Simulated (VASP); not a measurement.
GaAs in VASP 6.6.1, single-point calculation

INCAR

```
LWAVE = .FALSE.
IBRION = -1
NELM = 62
PREC = Accurate
NBANDS = 16
SIGMA = 0.02
EDIFF = 1E-7
ENCUT = 520
ISMEAR = -1
LCHARG = .FALSE.
NSW = 0
METAGGA = R2SCAN
ALGO = Normal
ISIF = 2
LREAL = .FALSE.
LASPH = .TRUE.
```

KPOINTS

```
KPOINTS created by Atomic Simulation Environment
0
Gamma
4 4 4
0 0 0
```

POSCAR

```
Ga As
 1.0000000000000000
     0.0000000000000000    5.3537499999999998    5.5679100000000004
     5.3537499999999998    0.0000000000000000    5.5679100000000004
     5.3537499999999998    5.3537499999999998    0.0000000000000000
 Ga  As
   1   1
Cartesian
  0.0000000000000000  0.0000000000000000  0.0000000000000000
  2.6768749999999999  2.6768749999999999  2.7839550000000002
```

The recommended PBE PAW datasets give the neutral cell 18 valence electrons.

Command

```
mpirun -np 1 vasp_std
```

OSZICAR

```
N       E                     dE             d eps       ncg     rms          rms(c)
DAV:   1     0.420180289722E+02    0.42018E+02   -0.69554E+03   432   0.832E+02
DAV:   2    -0.167337147938E+02   -0.58752E+02   -0.57225E+02   520   0.161E+02
DAV:   3    -0.226745270507E+02   -0.59408E+01   -0.58228E+01   440   0.476E+01
DAV:   4    -0.228421667815E+02   -0.16764E+00   -0.16619E+00   600   0.953E+00
DAV:   5    -0.228459357605E+02   -0.37690E-02   -0.37658E-02   520   0.138E+00    0.218E+00
DAV:   6    -0.199086689336E+02    0.29373E+01   -0.97030E-01   416   0.846E+00    0.124E+00
DAV:   7    -0.198317080078E+02    0.76961E-01   -0.13655E+00   416   0.420E+00    0.139E+00
DAV:   8    -0.199221271161E+02   -0.90419E-01   -0.17248E+00   416   0.221E+00    0.910E-01
DAV:   9    -0.198318290034E+02    0.90298E-01   -0.15136E-01   416   0.180E+00    0.453E-01
DAV:  10    -0.198547241594E+02   -0.22895E-01   -0.27261E-01   416   0.127E+00    0.566E-01
DAV:  11    -0.198493141489E+02    0.54100E-02   -0.24911E-01   416   0.150E+00    0.321E-01
DAV:  12    -0.198442719256E+02    0.50422E-02   -0.24914E-02   416   0.600E-01    0.121E-01
DAV:  13    -0.198454636582E+02   -0.11917E-02   -0.24153E-03   432   0.305E-01    0.451E-02
DAV:  14    -0.198464794711E+02   -0.10158E-02   -0.38261E-03   424   0.166E-01    0.582E-02
DAV:  15    -0.198463665282E+02    0.11294E-03   -0.72842E-04   488   0.975E-02    0.145E-02
DAV:  16    -0.198464136214E+02   -0.47093E-04   -0.43095E-04   552   0.519E-02    0.202E-02
DAV:  17    -0.198463909153E+02    0.22706E-04   -0.33048E-05   472   0.280E-02    0.120E-02
DAV:  18    -0.198463914204E+02   -0.50507E-06   -0.22635E-05   464   0.128E-02    0.468E-03
DAV:  19    -0.198463946592E+02   -0.32388E-05   -0.60616E-06   488   0.107E-02    0.906E-04
DAV:  20    -0.198463954966E+02   -0.83742E-06   -0.59292E-07   528   0.412E-03    0.315E-04
DAV:  21    -0.198463960632E+02   -0.56654E-06   -0.71051E-08   416   0.145E-03    0.266E-04
DAV:  22    -0.198463961267E+02   -0.63550E-07   -0.57163E-08   376   0.108E-03
   1 F= -.19846396E+02 E0= -.19832640E+02  d E =-.275128E-01
```

Standard output (part)

```
POSCAR found type information on POSCAR GaAs
 POSCAR found :  2 types and       2 ions
 LDA part: xc-table for (None), standard interpolation
 POSCAR, INCAR and KPOINTS ok, starting setup
 WAVECAR not read
 entering main loop
```

It converged. Results: gap between bands v and c on the k mesh -0.05 eV (bands overlap: a metal); least direct gap on the k mesh 0.00 eV; pressure -1.0 GPa. Band v is the last that the valence electrons fill when counted band by band, and c is the next.

**Question.** What is wrong with this input?

**Answer.** Cell typed in bohr. On sound settings r²SCAN gives a gap of 0.54 eV on its mesh and a pressure of -2.5 GPa for the intended cell.
